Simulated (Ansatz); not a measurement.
# 1T-MnSeTe monolayer in a perpendicular field

Wanted: the out-of-plane response of the 1T-MnSeTe monolayer. A positive field points along +c.

Main program and level: Ansatz 0.2.0; plane-wave DFT, LDA+U, Ansatz PAW.

Report form: the programs' logs are mostly left out.

### Step 1. Set-up

The cell holds 3 atoms: 1 Te, 1 Mn and 1 Se. Cell: a = 3.637 Å, b = 3.637 Å, c = 20.920 Å, α = 90.0°, β = 90.0°, γ = 120.0°. Vacuum lies along c.

### Step 2. Relaxing the slab

The starting cell is a guess, so the in-plane lattice and the atoms are relaxed first, with the slab cut off from its images along the normal. The program lengthens the vector along the normal by itself, so c and the volume that it reports differ from the typed ones.

Contents of input.yaml:

```yaml
crystal:
  lattice:
    - [3.6372765, 0.0, 0.0]
    - [-1.81863825, 3.1499738496, 0.0]
    - [0.0, 0.0, 20.9202573307]
  atoms:
    - { symbol: Te, position: [0.6666666667, 0.3333333333, 0.4302050332] }
    - { symbol: Mn, position: [0.0, 0.0, 0.5075456028], spin: 4.0 }
    - { symbol: Se, position: [0.3333333333, 0.6666666667, 0.5697949668] }
  periodic: [true, true, false]
magnetization:
  spin_polarized: true
kpoints:
  mp_grid: { grid: [12, 12, 1] }
hamiltonian:
  xc: lda
  hubbard: { sites: [{ species: Mn, l: d, u_eff: 2.0 }] }
scf:
  occupations: { method: fermi_dirac, width: 0.05 }
  convergence: { dr2_threshold: 1.0e-09 }
relax:
  f_tol: 0.004
  max_steps: 90
  cell: {}
output:
  write_potential: true
  write_density: true
  volumetric_format: npy
```

Command:

```
ansatz run input.yaml --threads 4 --pin off --max-ram 6144MiB --backend cpu --events-out ev --progress --plain --runs-dir out
```

Wall time 2.1 min (4 threads of Arm Neoverse V1, shared host); peak memory 0.95 GiB; 8.1 min of CPU time.

Step by step:

```csv
step,energy less that of the first step (eV),largest force component (eV/Å),volume (Å³)
1,0.0000,0.2369,339.60
2,-0.0178,0.0540,331.62
3,-0.0249,0.0589,321.48
4,-0.0251,0.0160,322.85
5,-0.0251,0.0086,322.94
6,-0.0251,0.0002,322.80
7*,-0.0243,0.0002,322.80
7*,-0.0243,0.0002,322.80
```

Relaxation steps marked * repeat the geometry before them on a plane-wave basis chosen anew for their cell, so energy and pressure can jump there.

The run keeps the 6 symmetry operations that it works with, so distortions that break them were not tested.

| cell as run | before | after | change |
| --- | --- | --- | --- |
| a (Å) | 3.637 | 3.546 | -2.5 % |
| b (Å) | 3.637 | 3.546 | -2.5 % |

The atoms that moved most (Å, along periodic axes as changes of fractional coordinates times the final cell, across vacuum about the mean position):

| atom | dx | dy | dz | length |
| --- | --- | --- | --- | --- |
| Te1 | 0.000 | 0.000 | -0.062 | 0.062 |
| Se3 | 0.000 | 0.000 | 0.047 | 0.047 |
| Mn2 | 0.000 | 0.000 | 0.015 | 0.015 |

The relaxed structure:

```xyz
3
Lattice="3.5462 0.0000 0.0000 -1.7731 3.0711 0.0000 0.0000 0.0000 29.6405" Properties=species:S:1:pos:R:3
Te    1.7731    1.0237    8.9382
Mn    0.0000    0.0000   10.6330
Se    0.0000    2.0474   11.9670
```

Numbers from this step:

```yaml
energy_at_zero_smearing: -16050.9476 eV
total_moment: 3.123 μB
site_moments: -0.1492, 3.264, -0.1042 μB
```

Site moment by atom:

| atom | site moment (μB) |
| --- | --- |
| Te1 | -0.15 |
| Mn2 | 3.26 |
| Se3 | -0.10 |

The lattice constant a goes from 3.637 to 3.546 Å.

### Step 3. Single point, field 0

A sawtooth potential applies the field, turning back in the middle of the vacuum. With the dipole correction the typed value is the field outside the slab. The induced dipole is small, so the SCF threshold is tight.

The cell differs from the one that the last finished run ended in (c 29.641 → 21.029 Å).

Contents of input.yaml:

```yaml
crystal:
  lattice:
    - [3.5461765836, 0.0, 0.0]
    - [-1.7730882918, 3.0710790077, 0.0]
    - [0.0, 0.0, 21.0287204268]
  atoms:
    - { symbol: Te, position: [0.6666666667, 0.3333333333, 0.4279860979], spin: -0.15 }
    - { symbol: Mn, position: [0.0, 0.0, 0.5085810175], spin: 3.26 }
    - { symbol: Se, position: [0.3333333333, 0.6666666667, 0.5720139021], spin: -0.1 }
magnetization:
  spin_polarized: true
kpoints:
  mp_grid: { grid: [18, 18, 1] }
  band_path:
    path: [[0, 0, 0], [0.5, 0, 0], [0.33333333, 0.33333333, 0], [0, 0, 0]]
    npoints: 16
hamiltonian:
  xc: lda
  hubbard: { sites: [{ species: Mn, l: d, u_eff: 2.0 }] }
scf:
  occupations: { method: fermi_dirac, width: 0.05 }
  convergence: { dr2_threshold: 1.0e-10 }
efield:
  axis: 3
  dipole_correction: true
  ramp_position: 0.97
  ramp_width: 0.06
  amplitude: 0
output:
  dos: { projected: true, e_range: [-6, 5] }
  bader: true
  write_potential: true
  write_density: true
  volumetric_format: npy
  elf: true
```

It took 49 s on 4 threads; peak memory 0.98 GiB.

Numbers from this step:

- energy at zero smearing: -16050.9511 eV
- total moment: 3.153 μB
- site moments: -0.1440, 3.273, -0.09812 μB
- work function, upper face: 5.434 eV
- work function, lower face: 4.772 eV
- dipole along the normal: -0.03980 e·Å
- step between the vacuum levels: 0.6613 eV

Running mean over a fixed 2.8 Å (it still follows the layers) of the planar mean; the ramp of the sawtooth is left out. Electron's electrostatic potential energy less the Fermi level against z:

z (Å), electron's electrostatic potential energy less the Fermi level (eV) and a bar from the least value:
```
     2.92       4.77 ############################
     3.36       4.77 ############################
     3.80       4.77 ############################
     4.09       4.77 ############################
     4.53       4.77 ############################
     4.97       4.77 ############################
     5.40       4.75 ############################
     5.84       4.71 ############################
     6.13       4.64 ############################
     6.57       4.31 ###########################
     7.01       3.32 #########################
     7.45       2.21 ######################
     7.89       1.40 ####################
     8.32       0.06 ################
     8.62      -0.90 ##############
     9.05      -2.51 #########
     9.49      -4.19 #####
     9.93      -5.03 ###
    10.37      -5.74 #
    10.66      -6.13 
    11.10      -6.04 
    11.54      -5.37 ##
    11.97      -3.62 #######
    12.41      -1.41 ############
    12.70      -0.05 ################
    13.14       1.69 ####################
    13.58       3.19 ########################
    14.02       4.47 ############################
    14.46       5.17 #############################
    14.90       5.36 ##############################
    15.19       5.40 ##############################
    15.63       5.43 ##############################
    16.06       5.43 ##############################
    16.50       5.43 ##############################
    16.94       5.43 ##############################
    17.23       5.43 ##############################
    17.67       5.43 ##############################
    18.11       5.43 ##############################
```

The density of states has structure finer than the step of the table below, so its rows give means over 0.2 eV, whole bins alone (the curve runs from -6 to 1.99 eV). Peaks (eV: height): total -4.46: 10.9, -4.18: 8.76, -3.79: 6.71, -3.16: 10.6, -3.11: 10.4, 1.47: 7.55, 1.69: 11.3; up -4.92: 5.47, -4.48: 7.38, -4.18: 7.87, -3.79: 6.17, -3.16: 8.55, -3.11: 8.86, -3.02: 5.11; down -4.46: 5.06, -3.22: 2.61, -2.28: 3.54, -2.20: 3.90, 0.95: 3.73, 1.47: 6.97, 1.69: 11.0.

Table of density of states by energy, zero at the Fermi level; means over each step; values in states/eV a cell:

| energy (eV) | total | up | down |
| --- | --- | --- | --- |
| -5.8 | 0.607 | 0.589 | 0.0178 |
| -5.6 | 1.41 | 1.00 | 0.404 |
| -5.4 | 1.61 | 1.16 | 0.455 |
| -5.2 | 2.54 | 2.04 | 0.499 |
| -5.0 | 2.85 | 2.18 | 0.671 |
| -4.8 | 2.95 | 2.06 | 0.892 |
| -4.6 | 3.35 | 1.77 | 1.59 |
| -4.4 | 5.06 | 2.63 | 2.43 |
| -4.2 | 4.77 | 3.53 | 1.24 |
| -4.0 | 1.73 | 1.16 | 0.565 |
| -3.8 | 3.86 | 3.31 | 0.551 |
| -3.6 | 2.42 | 1.95 | 0.471 |
| -3.4 | 1.61 | 1.16 | 0.449 |
| -3.2 | 5.62 | 3.87 | 1.75 |
| -3.0 | 4.22 | 2.86 | 1.35 |
| -2.8 | 2.00 | 0.481 | 1.52 |
| -2.6 | 1.86 | 0.342 | 1.52 |
| -2.4 | 3.53 | 1.02 | 2.50 |
| -2.2 | 4.01 | 1.60 | 2.41 |
| -2.0 | 2.63 | 1.30 | 1.33 |
| -1.8 | 2.30 | 1.12 | 1.18 |
| -1.6 | 2.32 | 1.10 | 1.22 |
| -1.4 | 2.76 | 1.21 | 1.55 |
| -1.2 | 2.78 | 1.36 | 1.42 |
| -1.0 | 1.22 | 0.633 | 0.583 |
| -0.8 | 1.02 | 0.654 | 0.367 |
| -0.6 | 0.950 | 0.651 | 0.299 |
| -0.4 | 0.660 | 0.416 | 0.244 |
| -0.2 | 1.23 | 1.03 | 0.204 |
| 0.0 | 0.921 | 0.756 | 0.165 |
| 0.2 | 1.38 | 1.24 | 0.135 |
| 0.4 | 1.40 | 1.18 | 0.222 |
| 0.6 | 2.02 | 1.13 | 0.894 |
| 0.8 | 3.38 | 2.00 | 1.38 |
| 1.0 | 2.94 | 0.910 | 2.03 |
| 1.2 | 1.54 | 0.807 | 0.731 |
| 1.4 | 4.31 | 0.773 | 3.54 |
| 1.6 | 5.92 | 0.423 | 5.49 |
| 1.8 | 1.38 | 0.306 | 1.08 |

Projected DOS per atom over height of the atomic layer and energy from the Fermi level. Layers: Te Mn Se from below.

Ten even steps from '_' (0.18 states/eV) to '@' (3.25 states/eV), each cell a mean:
```
__++__
..@@__
..--__
..==..
____..
______
______
______
::__..
--__::
::..::
--::==
....::
::==::
::++::
__**__
..==..
::**==
::--::
::::..
....__
______
```
Columns: height of the atomic layer (Å) from 9 to 12.0 (not evenly spaced); rows upwards: energy from the Fermi level (eV) from -5.96 to 1.96.

Projected DOS per atom, spin up over height of the atomic layer and energy from the Fermi level. Layers: Te Mn Se from below.

Values in states/eV, 22 rows by 3 columns, each cell a mean:
```
0.20 0.04 0.06
0.37 0.10 0.17
0.42 0.17 0.26
0.65 0.39 0.54
0.43 0.28 0.53
0.27 0.20 0.37
0.20 0.15 0.32
0.25 0.08 0.31
0.38 0.10 0.45
0.46 0.18 0.51
0.41 0.27 0.44
0.55 0.38 0.59
0.17 0.22 0.15
0.41 1.15 0.21
0.50 1.58 0.33
0.24 2.18 0.20
0.22 1.45 0.38
0.25 2.05 0.54
0.39 1.08 0.35
0.53 0.93 0.55
0.28 0.57 0.35
0.18 0.25 0.16
```
Columns: height of the atomic layer (Å) from 9 to 12.0 (not evenly spaced); rows upwards: energy from the Fermi level (eV) from -5.96 to 1.96.

Projected DOS per atom, spin down over height of the atomic layer and energy from the Fermi level. Layers: Te Mn Se from below.

Values in states/eV, 22 rows by 3 columns, each cell a mean:
```
0.16 1.85 0.18
0.38 3.15 0.16
0.10 1.18 0.06
0.04 1.04 0.07
0.03 0.20 0.03
0.06 0.08 0.03
0.10 0.09 0.04
0.17 0.11 0.06
0.52 0.15 0.28
0.71 0.21 0.48
0.58 0.25 0.36
0.73 0.66 0.86
0.39 0.53 0.87
0.45 0.30 0.68
0.40 0.19 0.55
0.13 0.09 0.26
0.28 0.08 0.23
0.81 0.24 0.90
0.47 0.13 0.54
0.30 0.11 0.18
0.24 0.08 0.12
0.04 0.01 0.02
```
Columns: height of the atomic layer (Å) from 9 to 12.0 (not evenly spaced); rows upwards: energy from the Fermi level (eV) from -5.96 to 1.96.

Deep bands are left out, so band numbers here count from the lowest band kept and differ from the log's. Electronic bands along the path, in eV, zero at the Fermi level; # counts the bands kept:

```csv
point,up #8,up #9,up #10,up #11,down #5,down #6,down #7,down #8
Γ,0.68,0.68,2.23,2.23,0.65,0.65,0.96,0.96
halfway,-1.17,-0.30,0.05,1.64,-1.26,-0.66,0.70,1.55
M,-2.14,-1.42,0.74,1.37,-2.24,-1.23,0.44,1.46
halfway,-2.27,-1.82,0.14,0.78,-2.26,-2.12,0.97,1.47
K,-2.34,-2.25,-0.21,0.64,-2.22,-2.19,1.31,1.42
halfway,-1.75,-0.72,0.30,0.78,-1.57,-1.22,1.00,1.42
Γ,0.68,0.68,2.23,2.23,0.65,0.65,0.96,0.96
```

Spin density in the ca plane at fractional y = 0.000, with atoms of Mn within 0.2 Å of it.

Ten even steps from '0' (0.0 e/Å³) to '9' (4.9 e/Å³), each cell a mean:
```
00000000000000000000000266100000000000000000
00000000000000000000000011000000000000000000
00000000000000000000000000000000000000000000
00000000000000000000000000000000000000000000
00000000000000000000000000000000000000000000
00000000000000000000000000000000000000000000
00000000000000000000000000000000000000000000
00000000000000000000000133000000000000000000
00000000000000000000000399300000000000000000
```
Columns run along c (16.0 Å, from fractional 0.09 to 0.85 of the cell), rows up along a (3.5 Å). Atoms in or near the plane, at fractional coordinates: Mn at (0.51, 0.00).

Valence density in the ca plane at fractional y = 0.000, with atoms of Mn within 0.2 Å of it. It is the smooth field of the valence electrons, not physical close to the nuclei.

Values in e/Å³, 5 rows by 16 columns, each cell a mean:
```
 0  0  0  0  0  0  0  7  1  0  0  0  0  0  0  0
 0  0  0  0  0  0  0  0  0  0  0  0  0  0  0  0
 0  0  0  0  0  0  0  0  0  0  0  0  0  0  0  0
 0  0  0  0  0  0  0  1  0  0  0  0  0  0  0  0
 0  0  0  0  0  0  1 12  1  0  0  0  0  0  0  0
```
Columns run along c (16.0 Å, from fractional 0.16 to 0.92 of the cell), rows up along a (3.5 Å). Atoms in or near the plane, at fractional coordinates: Mn at (0.51, 0.00).

Electrostatic potential energy in the ca plane at fractional y = 0.000, with atoms of Mn within 0.2 Å of it. With pseudopotentials it is smooth inside the atoms' cores, unlike the true potential.

Ten even steps from '0' (-31 eV) to '9' (5 eV), each cell a mean:
```
99999999999999999999985000058999999999999999
99999999999999999998887311378999999999999999
99999999999999999987778777788899999999999999
99999999999999999875568888877789999999999999
99999999999999999875457899876789999999999999
99999999999999999876678888887889999999999999
99999999999999999988887644688999999999999999
99999999999999999999886100168999999999999999
99999999999999999999984000048999999999999999
```
Columns run along c (16.0 Å, from fractional 0.09 to 0.85 of the cell; values clipped at the 3rd and 97th percentile), rows up along a (3.5 Å). Atoms in or near the plane, at fractional coordinates: Mn at (0.51, 0.00).

The work function of the upper face is 5.43 eV.

### Step 4. Single point, field 0.05 V/Å

Changes to input.yaml since step 3:

```diff
@@ -27,6 +27,4 @@
   ramp_width: 0.06
-  amplitude: 0
+  amplitude: 0.05
 output:
-  dos: { projected: true, e_range: [-6, 5] }
-  bader: true
   write_potential: true
@@ -34,2 +32 @@
   volumetric_format: npy
-  elf: true
```

Elapsed: 40 s, on 4 threads; peak memory 0.98 GiB; 2.6 min of CPU time.

The dipole is -0.0230 e·Å, 0.0168 e·Å from its value without field.

### Step 5. Single point, field -0.05 V/Å

Changes to input.yaml since step 4:

```diff
@@ -27,3 +27,3 @@
   ramp_width: 0.06
-  amplitude: 0.05
+  amplitude: -0.05
 output:
```

Run time: 40 s. Hardware: 4 threads; peak memory 0.98 GiB; 2.5 min of CPU time.

The dipole is -0.0566 e·Å, -0.0168 e·Å from its value without field.

### Step 6. Atoms held, field 0.1 V/Å

Changes to input.yaml since step 5:

```diff
@@ -27,3 +27,3 @@
   ramp_width: 0.06
-  amplitude: -0.05
+  amplitude: 0.1
 output:
```

It took 38 s on 4 threads; peak memory 0.98 GiB; 2.4 min of CPU time.

The dipole is -0.00625 e·Å, 0.0335 e·Å from its value without field.

### Step 7. Atoms held, field 0.2 V/Å

Changes to input.yaml since step 6:

```diff
@@ -27,3 +27,3 @@
   ramp_width: 0.06
-  amplitude: 0.1
+  amplitude: 0.2
 output:
```

Run time: 39 s. Hardware: 4 threads; peak memory 0.98 GiB; 2.5 min of CPU time.

The dipole is 0.0273 e·Å, 0.0671 e·Å from its value without field.

### Step 8. Single point, field 0.3 V/Å

Changes to input.yaml since step 7:

```diff
@@ -27,4 +27,6 @@
   ramp_width: 0.06
-  amplitude: 0.2
+  amplitude: 0.3
 output:
+  dos: { projected: true, e_range: [-6, 5] }
+  bader: true
   write_potential: true
@@ -32 +34,2 @@
   volumetric_format: npy
+  elf: true
```

It took 47 s on 4 threads; peak memory 0.98 GiB.

The dipole is 0.0610 e·Å, 0.101 e·Å from its value without field.

### Step 9. Response, atoms held

This step: plane-wave DFT, LDA+U, Ansatz PAW; response to a field along the normal, atoms held (Ansatz 0.2.0).

The dipoles give the slope, and the difference of two potentials shows where the field is screened.

This step gave:

| Quantity | Value |
| --- | --- |
| equivalent conductor thickness p/(ε₀AE) | 5.573 Å |
| distance between the outer atoms | 3.029 Å |

[end of part 1 of 2]

[Logs are printed without paths, hosts, clocks, repeated set-up lines and the standing remarks that a program may print on its own settings, such as how far it seeks lower states.]

[Hosts, paths, dates, database ids (printed as entryN), source tags and the programs' standing remarks are cut or masked in the printed files.]

[Maps of the electrostatic potential energy from Ansatz leave out the sawtooth potential of an applied field or a dipole correction, so their vacuum need not be flat; planar profiles and work functions include it.]

[The density of states shown here was stored with 400 of the rows of the run's finer table, so its peaks can read low, often by over a quarter, or be missed, and its means over a window can be off by a tenth or more.]
